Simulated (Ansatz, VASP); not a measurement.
**FeSi: VASP beside Ansatz**

```
Fe Si
1.0
     4.35880    0.00000    0.00000
     0.00000    4.35880    0.00000
     0.00000    0.00000    4.35880
Fe Si
4 4
Cartesian
  0.6019 0.6019 0.6019
  1.5775 3.7569 2.7813
  2.7813 1.5775 3.7569
  3.7569 2.7813 1.5775
  3.6682 3.6682 3.6682
  2.8700 0.6906 1.4888
  1.4888 2.8700 0.6906
  0.6906 1.4888 2.8700
```

Alike in both runs: functional PBEsol; k mesh 8 × 8 × 8; occupations gaussian, width 0.01 eV; no spin polarisation.

Ansatz relaxed the structure, and its values are those at the end. VASP's run is a single point on that final structure, the one shown.

|  | VASP | Ansatz |
| --- | --- | --- |
| version | VASP 6.6.1 | Ansatz 0.2.0 |
| potentials or method | VASP PAW PBE potentials, release 64 (Fe, Si) | scalar-relativistic, plane waves, PAW |
| plane-wave cutoff (eV) | 520 | 420 |
| valence electrons in the cell | 48 | 80 |

```tsv
	VASP	Ansatz	Ansatz less VASP
gap on the k mesh at the Fermi level (eV)	0.14	0.15	+0.007
least direct gap on the mesh (eV)	0.16	0.17	+0.003
pressure (GPa)	8.6	7.8	-0.73
rms of the force components (eV/Å)	0.020	0.001	-0.0189
```

The two sets of potentials don't hold the same shells in valence. Ansatz warned: «stress_scf_threshold_loose».

Caveats: the PAW data sets were made with another functional, which shifts forces and pressure a little (VASP). Spin polarisation is off, so any magnetic state and its effect on volume and gap are missing.
